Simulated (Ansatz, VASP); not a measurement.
**One calculation of Mo, two programs**

INCAR

```
PREC = Accurate
ENCUT = 520
EDIFF = 1E-6
ISMEAR = -1
SIGMA = 0.08
LREAL = F
LASPH = T
NELM = 80
ALGO = Normal
ISIF = 2
LWAVE = F
LCHARG = F
GGA = PE
NBANDS = 13
```

The input KPOINTS:

```
Automatic mesh
0
Gamma
  18 18 16
```

The input POSCAR:

```
Mo
1.0
    2.7721062491      0.0000000000      0.0000000000
   -1.3860531246      2.4007144337      0.0000000000
    0.0000000000      0.0000000000      2.5241163024
Mo
1
Direct
    0.0000000000      0.0000000000      0.0000000000
```

Input for Ansatz:

```yaml
crystal:
  lattice:
    - [2.7721062491, 0.0, 0.0]
    - [-1.3860531246, 2.4007144337, 0.0]
    - [0.0, 0.0, 2.5241163024]
  atoms:
    - { symbol: Mo, position: [0.0, 0.0, 0.0] }
kpoints:
  mp_grid: { grid: [18, 18, 16] }
  band_path:
    path:
      - [0.0, 0.0, 0.0]
      - [0.5, 0.0, 0.0]
      - [0.3333333333, 0.3333333333, 0.0]
      - [0.0, 0.0, 0.0]
      - [0.0, 0.0, 0.5]
      - [0.5, 0.0, 0.5]
      - [0.3333333333, 0.3333333333, 0.5]
      - [0.0, 0.0, 0.5]
      - [0.5, 0.0, 0.5]
    npoints: 14
scf:
  occupations: { method: fermi_dirac, width: 0.08 }
hamiltonian:
  xc: pbe
  pseudopotentials: { kind: all_electron, lapw: { basis_error: 0.001 } }
output:
  forces: true
  stress: true
  eigenvalues: true
  populations: true
  dos: { projected: true, de: 0.2, e_range: [-14, 8] }
```

This isn't the form of Mo at room conditions, which is bcc.

Alike in both runs: task single point; functional PBE; k mesh 18 × 18 × 16; occupations fermi-dirac, width 0.08 eV; no spin polarisation.

|  | VASP | Ansatz |
| --- | --- | --- |
| version | VASP 6.6.1 | Ansatz 0.2.0 |
| potentials or method | VASP PAW PBE potentials, release 64 (Mo_sv) | all-electron LAPW, scalar-relativistic |
| plane-wave cutoff (eV) | 520 | see its input |

Ansatz gave:

```
pressure (GPa)                                  : 0.0
largest component of the traceless stress (GPa) : 0.03
```

Q: What did VASP give for the same quantities?

A: Pressure (GPa): 0.5; largest component of the traceless stress (GPa): 0.18.

Ansatz ran all-electron here, so the differences hold the error of VASP's frozen core and of both bases.
